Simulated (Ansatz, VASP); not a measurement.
MnS: VASP beside Ansatz

Contents of INCAR:

```
ALGO = Normal
EDIFF = 1E-6
ENCUT = 520
GGA = PE
ISIF = 2
ISMEAR = 0
ISPIN = 2
LASPH = T
LCHARG = F
LMAXMIX = 4
LORBIT = 11
LREAL = F
LWAVE = F
MAGMOM = 4 0
NBANDS = 20
NELM = 120
PREC = Accurate
SIGMA = 0.05
```

The input KPOINTS:

```
k-points
0
Gamma
  9 9 9
```

The input POSCAR:

```
MnS
1.0
    0.0000000000      2.4734634191      2.4734634191
    2.4734634191      0.0000000000      2.4734634191
    2.4734634191      2.4734634191      0.0000000000
Mn S
1 1
Direct
    0.0000000000      0.0000000000      0.0000000000
    0.7500000000      0.7500000000      0.7500000000
```

The input input.yaml:

```yaml
crystal:
  lattice:
    - [0.0, 2.4734634191, 2.4734634191]
    - [2.4734634191, 0.0, 2.4734634191]
    - [2.4734634191, 2.4734634191, 0.0]
  atoms:
    - { symbol: Mn, position: [0.0, 0.0, 0.0], spin: 4.0 }
    - { symbol: S, position: [0.75, 0.75, 0.75] }
hamiltonian:
  xc: pbe
  pseudopotentials: { kind: paw }
magnetization:
  spin_polarized: true
kpoints:
  mp_grid: { grid: [9, 9, 9] }
scf:
  occupations: { method: gaussian, width: 0.05 }
output:
  forces: true
  stress: true
  eigenvalues: true
```

The cell is a database's computed one.

Alike in both runs: task single point; functional PBE; k mesh 9 × 9 × 9; occupations gaussian, width 0.05 eV; collinear spin, ferromagnetic start.

|  | VASP | Ansatz |
| --- | --- | --- |
| version | VASP 6.6.1 | Ansatz 0.2.0 |
| potentials or method | VASP PAW PBE potentials, release 54 (Mn_pv, S) | Ansatz PAW |
| plane-wave cutoff (eV) | 520 | 420 |
| valence electrons in the cell | 19 | 21 |

VASP gave:

```
gap on the k mesh at the Fermi level (eV)                     : none
pressure (GPa)                                                : 3.0
net moment per atom (μB)                                      : 0.12
size of the moment on the site where the two differ most (μB) : 0.23
```

Estimate Ansatz's values.

gap on the k mesh at the Fermi level (eV): none; pressure (GPa): 2.9; net moment per atom (μB): 0.12; size of the moment on the site where the two differ most (μB): 0.21.

Site moments also hang on the region over which each program counts them. A gap of «none» marks a metal or a gap that the smearing closes. The functional is the same, so the differences come from potentials, cutoffs and numerics. The two sets of potentials don't hold the same shells in valence.

Caveats: the moment fell far below its start of 4 μB, so a state of higher moment may lie lower in energy; semilocal functionals often make such compounds metallic where correlation or magnetic order opens a gap, which also shifts bond lengths; the starting moments weren't kept (Ansatz). With open d or f shells a metallic result of PBE can be an artefact of self-interaction; +U or a hybrid may open a gap.
